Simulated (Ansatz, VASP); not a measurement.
# Cross-check of As between VASP and Ansatz

Aim: how closely do two programs agree when they are given the same cell, functional and k mesh? The cell is taken from a series of runs on this material, whose earlier steps may have relaxed, scaled, displaced or heated it; both programs get it as it stands.

Calculated with Ansatz 0.2.0; plane waves, with VASP 6.6.1 beside it; single point at HSE06.

## (1) Starting point

The cell holds 4 atoms: 4 As. Cell: a = 4.680 Å, b = 3.790 Å, c = 28.000 Å, α = 90.0°, β = 90.0°, γ = 90.0°. Vacuum lies along c.

## (2) Ansatz: single point, HSE06

Ansatz runs on its PAW soft_1 files.

With cell and atoms fixed, the geometry can't cause a difference; cores, projectors, grids and the points listed under the comparison can.

File input.yaml:

```yaml
crystal:
  lattice:
    - [4.6804936848, 0.0, 0.0]
    - [0.0, 3.7900456518, 0.0]
    - [0.0, 0.0, 28.0]
  atoms:
    - { symbol: As, position: [0.0701848054, 0.0, 0.5427648508] }
    - { symbol: As, position: [0.4298151946, 0.5, 0.5427648508] }
    - { symbol: As, position: [0.5701848054, 0.5, 0.4572351492] }
    - { symbol: As, position: [0.9298151946, 0.0, 0.4572351492] }
  periodic: [true, true, false]
kpoints:
  mp_grid: { grid: [4, 4, 1] }
  band_path:
    path:
      - [0.0, 0.0, 0.0]
      - [0.5, 0.0, 0.0]
      - [0.5, 0.5, 0.0]
      - [0.0, 0.5, 0.0]
      - [0.35, 0.0, 0.0]
    npoints: 1
hamiltonian:
  xc: hse06
  pseudopotentials: { kind: paw, azcp: { folder: soft_1 } }
scf:
  occupations: { method: fixed }
  n_extra_bands: 5
output:
  eigenvalues: true
```

Started as:

```
ansatz run input.yaml --threads 8 --pin off --max-ram 17510MiB --backend cpu --events-out ev --progress --plain --runs-dir out
```

Numbers of over 12 decimals in the logs are rounded to 6 here.

The program printed:

```text
scf.n_extra_bands = 5 over 30 filled bands (N_el = 60.0): the run solves 35 bands
Engine: ansatz 0.2.0, x86_64-unknown-linux-gnu
Pseudopotentials: kind: paw
Pseudopotential: As, paw, valence charge 15, recommended cutoff 420 eV (normal), soft_1/As.paw.azcp
Functional definition: HSE06
  parameter a = 0.25
  parameter omega = 0.11/bohr
  exchange = pbe_x - a*pbe_x_sr(omega) + a*exact_x_sr(omega)
  correlation = pbe_c
davidson cushion auto → on  (no smearing: the cushion is to keep the highest requested band from converging to the state above it; pin scf.eigensolver.cushion to override)
Crystal: 4 atoms, lattice volume = 496.700 Å³
Basis set: ecut = 420 eV, 9711 PW (Γ)
Bands: 35, of which v1, the nominal top of the filled ones, is band 30 counted from 1 (29 counted from 0)
Symmetry: 8 space group operations
Space group: Pmna (ITA 53), of the structure as read, at distance tolerance 7.9e-5 Å
k-points: 9 of 16
Non-local potential: As, projectors of the file, l = 0: 2, l = 1: 2, l = 2: 3, l = 3: 1
PAW form: soft (Blöchl's): semilocal exchange-correlation on the pseudo side does not see the compensation charge
PAW frozen core: As, regenerated for the run's functional, and the local potential with it (the file was generated under x = pbe(κ = 0.804, μ = 0.219515), c = pbe(β = 0.066725))
PAW one-centre angular grid: As, 590 points (default); XC on 64 Gauss nodes
Initial density: superposition of atomic densities (neutral atoms: chi_scale 0, normalization atom)
Initial wavefunctions: pseudopotential atomic-orbital guess
Functional: x = pbe(κ = 0.804, μ = 0.219515), c = pbe(β = 0.066725), warm-up for x = pbe(κ = 0.804, μ = 0.219515) + 0.25 (exact − pbe) at short range (hse, ω = 0.207870 Å⁻¹), c = pbe(β = 0.066725); HSE06 as pw.x's `hse` composes it (authors' and Libxc's form: `xc: wpbeh`)
iter 1 solved again at ethr=7.68e-4 eV; its pass at ethr=1.00e-1 eV (dr2=4.61e-1 eV) is discarded
SCF iter   1: F=—  HF=-19424.479959 eV  |F-HF|=—  |Δ(HF+E_count)|=         —  Δρ=1.17e-2  dr2=5.30e-1  ethr=7.68e-4  ⟨swp⟩=6.4  Hψ=1910  notcnv=0
preconditioner: auto → none  [insulator: Δε(μ)=1.194 eV  Ē_g=8.501 eV  n_scr=60 (ndim 8)  ℏωp=7.5 eV  f_vac=0.761]
SCF iter   2: F=—  HF=-19424.413244 eV  |F-HF|=—  |Δ(HF+E_count)|=   6.67e-2  Δρ=5.63e-3  dr2=1.05e-1  ethr=7.68e-4  ⟨swp⟩=3.1  Hψ=718  notcnv=0
SCF iter   3: F=—  HF=-19424.411894 eV  |F-HF|=—  |Δ(HF+E_count)|=   1.35e-3  Δρ=9.61e-4  dr2=1.59e-2  ethr=1.75e-4  ⟨swp⟩=3.6  Hψ=792  notcnv=0  defer=1
iter 4 solved again at ethr=1.20e-6 eV; its pass at ethr=2.65e-5 eV (dr2=7.21e-4 eV) is discarded
SCF iter   4: F=—  HF=-19424.408113 eV  |F-HF|=—  |Δ(HF+E_count)|=   3.78e-3  Δρ=5.64e-4  dr2=8.56e-4  ethr=1.20e-6  ⟨swp⟩=4.1  Hψ=1898  notcnv=0  defer=1
eigensolver tolerance schedule calibrated: the retry pair's looser diagonalisation under-reported the residual by θ = 0.16 (0.12/decade); ethr = c·dr2/N_el runs at the constant in force after the calibration composes with the one it found (an armed cap, an earlier calibration), c = 7.3e-2
SCF iter   5: F=—  HF=-19424.408118 eV  |F-HF|=—  |Δ(HF+E_count)|=   5.48e-6  Δρ=2.17e-4  dr2=2.60e-4  ethr=1.04e-6  ⟨swp⟩=4.1  Hψ=1026  notcnv=0  defer=1
SCF iter   6: F=-19424.407937 eV  HF=-19424.407963 eV  |F-HF|=2.57e-5  |Δ(HF+E_count)|=   1.55e-4  Δρ=9.22e-5  dr2=3.77e-5  ethr=3.15e-7  ⟨swp⟩=3.1  Hψ=963  notcnv=0  defer=1
SCF 1 stopped early in 6 iterations: F = -19424.407937 eV  dr2 = 3.77e-5
  greatest PAW one-centre occupation: 0.999 electrons in one spin orbital (limit 2), on the As atom at site 2 (counted from 0), in its partial waves of l = 2
Initial density: handed on by an earlier stage of this run
Initial wavefunctions: those handed on with the density
Functional: x = pbe(κ = 0.804, μ = 0.219515) + 0.25 (exact − pbe) at short range (hse, ω = 0.207870 Å⁻¹), c = pbe(β = 0.066725); HSE06 as pw.x's `hse` composes it (authors' and Libxc's form: `xc: wpbeh`)
Exchange kernel: α = 0.2500, screened, ω = 0.2079 Å⁻¹, Wigner–Seitz truncation, v(0) = 1039.8495 eV·Å³, q-mesh 4×4×1, nearest image of the exchange supercell L = 15.16 Å, pair-density grid 24×18×120, without the augmentation charges, whose exchange is taken in its separable form by FFT convolution over the k-point mesh (sized by the pseudopotential files, 32×27×192 at the most), smooth part of the exact exchange by density-matrix convolution
Frozen-core exchange: fock
SCF iter   1: F=—  HF=-19428.809912 eV  |F-HF|=—  |Δ(HF+E_count)|=         —  Δρ=2.60e-3  dr2=1.49e-2  ethr=6.28e-7  ⟨swp⟩=10.1  Hψ=1797  notcnv=0
preconditioner: auto → none  [insulator: Δε(μ)=1.612 eV  Ē_g=9.652 eV  n_scr=60 (ndim 8)  ℏωp=7.5 eV  f_vac=0.770]
SCF iter   2: F=—  HF=-19428.783835 eV  |F-HF|=—  |Δ(HF+E_count)|=   2.61e-2  Δρ=9.22e-4  dr2=3.42e-3  ethr=6.28e-7  ⟨swp⟩=4.4  Hψ=1327  notcnv=0
SCF iter   3: F=—  HF=-19428.783209 eV  |F-HF|=—  |Δ(HF+E_count)|=   6.26e-4  Δρ=3.26e-4  dr2=2.03e-3  ethr=6.28e-7  ⟨swp⟩=3.3  Hψ=1010  notcnv=0
SCF iter   4: F=—  HF=-19428.800268 eV  |F-HF|=—  |Δ(HF+E_count)|=   1.71e-2  Δρ=3.49e-4  dr2=3.48e-4  ethr=3.36e-7  ⟨swp⟩=5.2  Hψ=1338  notcnv=0
SCF iter   5: F=—  HF=-19428.800084 eV  |F-HF|=—  |Δ(HF+E_count)|=   1.84e-4  Δρ=4.03e-5  dr2=5.59e-5  ethr=3.36e-7  ⟨swp⟩=3.0  Hψ=993  notcnv=0
SCF iter   6: F=-19428.800418 eV  HF=-19428.800425 eV  |F-HF|=6.55e-6  |Δ(HF+E_count)|=   3.40e-4  Δρ=5.64e-5  dr2=1.28e-5  ethr=8.17e-9  ⟨swp⟩=5.7  Hψ=1361  notcnv=0  defer=1
SCF 2 stopped early in 6 iterations: F = -19428.800418 eV  dr2 = 1.28e-5
hybrid outer 1: dexx = +2.067e-2 eV, tail = 2.33e-4 eV
Exchange kernel: α = 0.2500, screened, ω = 0.2079 Å⁻¹, Wigner–Seitz truncation, v(0) = 1039.8495 eV·Å³, q-mesh 4×4×1, nearest image of the exchange supercell L = 15.16 Å, pair-density grid 24×18×120, without the augmentation charges, whose exchange is taken in its separable form by FFT convolution over the k-point mesh (sized by the pseudopotential files, 32×27×192 at the most), smooth part of the exact exchange by density-matrix convolution
Frozen-core exchange: fock
SCF iter   1: F=—  HF=-19428.801507 eV  |F-HF|=—  |Δ(HF+E_count)|=         —  Δρ=3.70e-5  dr2=3.66e-6  ethr=1.94e-6  ⟨swp⟩=2.1  Hψ=694  notcnv=0
preconditioner: auto → none  [insulator: Δε(μ)=1.646 eV  Ē_g=9.673 eV  n_scr=60 (ndim 8)  ℏωp=7.5 eV  f_vac=0.771]
SCF iter   2: F=—  HF=-19428.801511 eV  |F-HF|=—  |Δ(HF+E_count)|=   4.21e-6  Δρ=1.12e-5  dr2=8.04e-7  ethr=5.51e-9  ⟨swp⟩=4.3  Hψ=1324  notcnv=0  defer=1
iter 3 solved again at ethr=6.79e-11 eV; its pass at ethr=7.49e-10 eV (dr2=4.07e-8 eV) is discarded
SCF iter   3: F=—  HF=-19428.801511 eV  |F-HF|=—  |Δ(HF+E_count)|=   3.71e-7  Δρ=3.57e-6  dr2=4.07e-7  ethr=6.79e-11  ⟨swp⟩=2.8  Hψ=1717  notcnv=0  defer=1
SCF iter   4: F=-19428.801513 eV  HF=-19428.801513 eV  |F-HF|=2.85e-8  |Δ(HF+E_count)|=   2.07e-6  Δρ=4.02e-6  dr2=9.65e-8  ethr=6.79e-11  ⟨swp⟩=5.9  Hψ=1360  notcnv=0  defer=3
SCF 3 converged in 4 iterations: F = -19428.801513 eV  dr2 = 9.65e-8
hybrid outer 2: dexx = +2.807e-6 eV, tail = 2.99e-7 eV, Δε = 4.20e-3 eV (about 2.92e-4 eV left of the loop's levels)
NSCF: frozen V_eff on 5 k-points
hybrid SCF converged: 2 outer / 10 inner (+6 warm-up), last move |dexx| = 2.81e-6 eV, tail = 2.99e-7 eV
Stability not checked: this state was not tested for a lower state beside it, because the functional holds exact exchange (a hybrid, or Hartree-Fock), whose exchange loop this test does not read (fock_operator; see scf.lower_state_search)
Free energy (F): -19428.801514 eV
Frozen-core exchange: fock
Harris-Foulkes:  -19428.801514 eV  (|F-HF|=2.85e-8)
Internal energy: -19428.801514 eV  (E = F + TS)
E sigma→0 (E₀):  -19428.801514 eV
Fermi energy:    -5.145454 eV
--- Per-component energies (eV) ---
  E_band       = -1993.246464
  E_kinetic    = 379.904772
  E_local      = -109841.357207  (includes V_loc(G=0)·N_el)
  E_nonlocal   = -1578.448917
  E_hartree    = 54978.302988
  E_xc         = -225.804256
  E_vxc        = -233.879510  (∫ρ·V_xc dr)
  E_exx        = -243.721885  (= α·E_x^exact, valence–valence)
  E_paw        = -7859.828311  (= ΣΔE_a)
  E_vpaw       = -188.649004  (= ΣTr[D̂ρ^β])
  E_aug_tail   = -0.000024  (compensation charges beyond the density's cutoff)
  E_ewald      = 44965.192274
  E_core_change = -3.040946  (= ΣΔE_core)
  E_smearing   = -0.000000  (= −TS)
  E_closure    = -0.000000  (closes the sum)
  Σ components = -19428.801514   (vs F -19428.801514, Δ=0.00e0)
--- Band table (eV; the first three rows and the last of 9) ---
  k-point 0: bands = [... 26 lower, -8.2193, -6.5366, -6.4511, -5.1455, -3.4993, -2.5125, -2.0422, -1.1952, ... 1 higher]
  k-point 1: bands = [... 26 lower, -8.3927, -7.2810, -6.4230, -5.7243, -3.1317, -2.9487, -1.6963, -1.1268, ... 1 higher]
  k-point 2: bands = [... 26 lower, -7.4058, -7.4058, -6.9474, -6.9474, -3.1098, -3.1098, -2.5826, -2.5826, ... 1 higher]
  k-point 8: bands = [... 26 lower, -9.1256, -9.1256, -6.5420, -6.5420, -1.6876, -1.6876, 0.1964, 0.1964, ... 1 higher]
  the weakly bound empty levels are not read free of the cell's end (exact_exchange)
```

In the SCF lines HF is the Harris–Foulkes energy and dr2 the Hartree energy of the density residual, in eV; the loop may stop once dr2 is under the threshold and the program's other checks hold. Hψ counts applications of the Hamiltonian.

## (3) VASP: single point, HSE06

The same cell, functional and mesh now go to VASP, with its own data sets.

Lines of VASP's logs that name or quote its potential files are left out, and so is its time.

The run reads the wave functions of an earlier VASP run, which isn't shown here.

File INCAR:

```
SYSTEM = As
PREC = Accurate
ENCUT = 400
EDIFF = 1E-06
NELM = 100
ISMEAR = 0
SIGMA = 0.01
LREAL = .FALSE.
ALGO = Normal
LHFCALC = .TRUE.
AEXX = 0.25
GGA = PE
HFSCREEN = 0.208
LASPH = .TRUE.
NBANDS = 16
PRECFOCK = Fast
LORBIT = 11
LWAVE = .FALSE.
LCHARG = .FALSE.
KPAR = 2
NCORE = 4
ISIF = 2
LDIPOL = .TRUE.
IDIPOL = 3
DIPOL = 0.5 0.5 0.5
LVHAR = .TRUE.
```

File POSCAR:

```
As
1.0
    4.6804936848      0.0000000000      0.0000000000
    0.0000000000      3.7900456518      0.0000000000
    0.0000000000      0.0000000000     28.0000000000
As
4
Direct
    0.0701848054      0.0000000000      0.5427648508
    0.4298151946      0.5000000000      0.5427648508
    0.5701848054      0.5000000000      0.4572351492
    0.9298151946      0.0000000000      0.4572351492
```

File KPOINTS:

```
Automatic mesh
0
Gamma
4 4 1
0 0 0
```

PAW data sets: As (PBE family, release 64).

Started as:

```
mpirun -np 8 vasp_std
```

The program printed:

```text
[banner, memory and clock lines left out]
running    8 mpi-ranks, on    1 nodes
 distrk:  each k-point on    4 cores,    2 groups
 distr:  one band on    4 cores,    1 groups

 POSCAR found type information on POSCAR As
 POSCAR found :  1 types and       4 ions
 LDA part: xc-table for (Slater+PW92), standard interpolation
 found WAVECAR, reading the header
 POSCAR, INCAR and KPOINTS ok, starting setup
 FFT: planning ... GRIDC
 FFT: planning ... GRID_SOFT
 FFT: planning ... GRID
 reading WAVECAR
 the WAVECAR file was read successfully
 initial charge from wavefunction
 entering main loop
       N       E                     dE             d eps       ncg     rms          rms(c)
DAV:   1    -0.222333585435E+02   -0.22233E+02   -0.12313E+00   336   0.770E+00    0.335E+00
DAV:   2    -0.222421875147E+02   -0.88290E-02   -0.42283E-02   328   0.100E+00    0.222E+00
DAV:   3    -0.222387695081E+02    0.34180E-02   -0.33592E-03   376   0.308E-01    0.129E+00
DAV:   4    -0.222376170722E+02    0.11524E-02   -0.11468E-03   368   0.181E-01    0.720E-01
DAV:   5    -0.222373051821E+02    0.31189E-03   -0.32684E-04   368   0.975E-02    0.396E-01
DAV:   6    -0.222372196166E+02    0.85566E-04   -0.68221E-05   368   0.462E-02    0.221E-01
DAV:   7    -0.222371970910E+02    0.22526E-04   -0.16645E-05   376   0.237E-02    0.124E-01
DAV:   8    -0.222371936601E+02    0.34309E-05   -0.52752E-06   384   0.137E-02    0.687E-02
DAV:   9    -0.222371951007E+02   -0.14406E-05   -0.17615E-06   304   0.820E-03    0.382E-02
DAV:  10    -0.222371973599E+02   -0.22591E-05   -0.71895E-07   304   0.551E-03    0.211E-02
DAV:  11    -0.222371992612E+02   -0.19014E-05   -0.27986E-07   288   0.347E-03    0.118E-02
DAV:  12    -0.222372007209E+02   -0.14597E-05   -0.15559E-07   296   0.259E-03    0.636E-03
DAV:  13    -0.222372017444E+02   -0.10235E-05   -0.73698E-08   264   0.177E-03    0.339E-03
DAV:  14    -0.222372024652E+02   -0.72082E-06   -0.40723E-08   272   0.131E-03
   1 F= -.22237202E+02 E0= -.22237202E+02  d E =-.191298E-13
```

From OUTCAR (step 3):

```text
ion  position               nearest neighbor table
   1  0.070  0.000  0.543-   4 2.48   2 2.53   2 2.53
   2  0.430  0.500  0.543-   3 2.48   1 2.53   1 2.53
   3  0.570  0.500  0.457-   2 2.48   4 2.53   4 2.53
   4  0.930  0.000  0.457-   1 2.48   3 2.53   3 2.53

  LATTYP: Found a simple orthorhombic cell.
 ALAT       =     3.7900456518
 B/A-ratio  =     1.2349438806
 C/A-ratio  =     7.3877738087

 Subroutine GETGRP returns: Found  8 space group operations
 (whereof  4 operations were pure point group operations)

The static configuration has the point symmetry C_2h.
 The point group associated with its full space group is D_2h.

 Found      9 irreducible k-points:

   k-points           NKPTS =      9   k-points in BZ     NKDIM =     16   number of bands    NBANDS=     16

   dimension x,y,z NGX =    32 NGY =   28 NGZ =  192
   dimension x,y,z NGXF=    64 NGYF=   56 NGZF=  384

   ENCUT  =  400.0 eV  29.40 Ry    5.42 a.u.   7.63  6.18 45.66*2*pi/ulx,y,z

   NELECT =      20.0000    total number of electrons

 k-points in reciprocal lattice and weights: Automatic mesh
   0.00000000  0.00000000  0.00000000       0.062
   0.25000000  0.00000000  0.00000000       0.125
   0.50000000  0.00000000  0.00000000       0.062
   0.00000000  0.25000000  0.00000000       0.125
   0.25000000  0.25000000  0.00000000       0.250
   0.50000000  0.25000000  0.00000000       0.125
   0.00000000  0.50000000  0.00000000       0.062
   0.25000000  0.50000000  0.00000000       0.125
   0.50000000  0.50000000  0.00000000       0.062

  exchange ACFDT corr.  =         0.00000000  see jH, gK, PRB 81, 115126

 dipolmoment           0.000000      0.000000      0.000000 electrons x Angstroem

 average (electrostatic) potential at core
       1 -54.2001       2 -54.2001       3 -54.2001       4 -54.2001

 E-fermi :  -3.4637

 k-point     1 :       0.0000    0.0000    0.0000
  band No.  band energies     occupation
    ...
      6      -7.2952      2.00000
      7      -6.5920      2.00000
      8      -4.8931      2.00000
      9      -4.8294      2.00000
     10      -3.5123      2.00000
     11      -1.8635      0.00000
     12      -0.8928      0.00000
     13      -0.4377      0.00000
     14       0.4196      0.00000
     15       1.3560      0.00000
    ...

 k-point     2 :       0.2500    0.0000    0.0000
  band No.  band energies     occupation
    ...
      6      -6.2723      2.00000
      7      -6.2390      2.00000
      8      -4.9289      2.00000
      9      -4.6370      2.00000
     10      -3.7982      2.00000
     11      -1.5704      0.00000
     12      -1.1562      0.00000
     13      -0.5615      0.00000
     14      -0.1048      0.00000
     15       1.4803      0.00000
    ...

 k-point     3 :       0.5000    0.0000    0.0000
  band No.  band energies     occupation
    ...
      6      -6.2389      2.00000
      7      -5.5063      2.00000
      8      -5.5063      2.00000
      9      -4.1141      2.00000
     10      -4.1141      2.00000
     11      -1.5552      0.00000
     12      -1.5552      0.00000
     13       0.0484      0.00000
     14       0.0484      0.00000
     15       0.3488      0.00000
    ...

  Total       -2.3652862     -2.9438582     -1.4879074      0.0000000      0.0000000      0.0000000
  in kB       -7.6295715     -9.4958387     -4.7994597      0.0000000      0.0000000      0.0000000
  external PRESSURE =      -7.3082900 kB  Pullay stress =       0.0000000 kB

  energy-cutoff  :      400.00
  volume of cell :      496.70
      direct lattice vectors                 reciprocal lattice vectors
     4.680493685  0.000000000  0.000000000     0.213652676  0.000000000  0.000000000
     0.000000000  3.790045652  0.000000000     0.000000000  0.263849065  0.000000000
     0.000000000  0.000000000 28.000000000     0.000000000  0.000000000  0.035714286

 POSITION                                       TOTAL-FORCE (eV/Angst)
 -----------------------------------------------------------------------------------
      0.32850      0.00000     15.19742         0.252121      0.000000     -0.307360
      2.01175      1.89502     15.19742        -0.252121      0.000000     -0.307360
      2.66875      1.89502     12.80258         0.252121      0.000000      0.307360
      4.35199      0.00000     12.80258        -0.252121      0.000000      0.307360
 -----------------------------------------------------------------------------------
    total drift:                               -0.000000     -0.000000      0.000000

  FREE ENERGIE OF THE ION-ELECTRON SYSTEM (eV)
  ---------------------------------------------------
  free  energy   TOTEN  =       -22.2372024652 eV

  energy  without entropy=      -22.2372024652  energy(sigma->0) =      -22.23720247

 vacuum level on the upper side and lower side of the slab         1.645         1.645

 total charge
# of ion       s       p       d       tot
------------------------------------------
    1        1.310   1.377   0.042   2.730
    2        1.310   1.377   0.042   2.730
    3        1.310   1.377   0.042   2.730
    4        1.310   1.377   0.042   2.730
--------------------------------------------------
tot          5.241   5.508   0.169  10.918

[... 3 further parts left out ...]
```

The k-mesh is coarse for exact exchange; levels may shift by about 0.1 eV on a finer one.

## (4) Side by side

Known differences besides the potentials themselves: exact exchange at q = 0 is treated differently, which shows on coarse meshes; VASP keeps PBE cores, Ansatz makes them for the functional; fixed occupations in Ansatz, narrow Gaussian smearing in VASP; Ansatz cuts the interaction across the vacuum, VASP repeats the sheet with a dipole correction; the data sets hold 60 valence electrons in Ansatz (on its PAW soft_1 files) and 20 in VASP; the cutoff is 420 eV in Ansatz and 400 eV in VASP; VASP takes a coarser grid for exact exchange (PRECFOCK = Fast). Total energies have different zeros and are not compared.

Both answers:

```tsv
quantity	Ansatz	VASP	difference
gap on the k mesh (eV)	1.646	1.649	-0.003
```

A gap on the mesh is an upper bound, since the band edges may lie between its points. With vacuum in the cell, a pressure given here is an average over mostly empty space and none of the material.

## (5) Outcome

- difference in gap on the k mesh (single point, HSE06): -0.0027 eV

The difference in gap on the k mesh is -0.0027 eV (single point, HSE06), within the 0.08 eV picked in this series as the mark of a large difference. The data sets hold unlike numbers of valence electrons (60 in Ansatz and 20 in VASP), so part of the differences comes from the potentials. Such differences can come from data sets, numerical settings and the points named under the comparisons, not from the functional's error against experiment.

[Lines on the potential files, build, host, timing and source positions are cut from VASP's logs without a mark.]

[Logs are printed without paths, hosts, clocks, repeated set-up lines and the standing remarks that a program may print on its own settings, such as how far it seeks lower states.]

[Hosts, paths, dates, database ids (printed as entryN), source tags and the programs' standing remarks are cut or masked in the printed files.]
